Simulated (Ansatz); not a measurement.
# Property card of a BN sheet

The structure comes from a generated guess, relaxed at this level; another structure or a mixture of phases may lie lower.

Computed with DFT PBE+D3(BJ), scalar-relativistic, plane waves, PAW in Ansatz. Cutoff 420 eV; k points 12×12×1 on the computed 4-atom cell (Γ-centred); Gaussian smearing, width 0.02 eV; no spin polarisation.

Only a and b repeat, and vacuum parts the sheet from its images along c.

```xyz
4
Lattice="2.5078 -0.0042 0.0000 -1.2502 2.1739 0.0000 0.0000 0.0000 30.8282" Properties=species:S:1:pos:R:3 pbc="T T F"
B     2.1951    0.1772    7.3233
B     0.9414    0.9034   10.6767
N     0.9425    0.9033    7.3218
N     2.1941    0.1774   10.6782
```

Formation energies are uncorrected and refer to the elements' standard structures at the same level (N₂ as a molecule).

```
Layer group                                                : p-3m1 (No. 72)
In-plane cell                                              : a = 2.508 Å, b = 2.508 Å, γ = 120.0°
Area per atom                                              : 1.36 Å²
Thickness between the outermost nuclei                     : 3.36 Å
Energy over the elements                                   : −1.244 eV/atom
Band gap over mesh and path                                : 4.51 eV
Löwdin character of the top 1 eV of the valence band       : N 2p 89 %, B 2p 11 %
Löwdin character of the lowest 1 eV of the conduction band : B 2p 74 %, N 2p 10 %, unprojected 13 %
Bader charges (e)                                          : B1 2.22, B2 2.22, N3 -2.22, N4 -2.22
```

Levels along Γ–C, in eV from a zero inside the gap, sorted by energy at each point. Points in fractions of the primitive reciprocal vectors: Γ (0.000 0.000 0.000), C (-0.333 -0.333 0.000).
| point | k (1/Å, with 2π) | band 5 | band 6 | band 7 | band 8 | band 9 | band 10 | band 11 |
| --- | --- | --- | --- | --- | --- | --- | --- | --- |
| Γ | 0.000 | -3.58 | -3.58 | -3.56 | -3.56 | 2.57 | 3.05 | 3.97 |
| - | 0.835 | -6.16 | -6.13 | -5.84 | -4.96 | 5.17 | 5.26 | 5.84 |
| C | 1.670 | -9.39 | -9.39 | -2.25 | -2.25 | 2.47 | 2.47 | 9.22 |

The last run used a 12×12×1 mesh for its 4-atom cell and Gaussian smearing of 0.02 eV. Kohn–Sham gaps at this level usually fall short of measured ones.
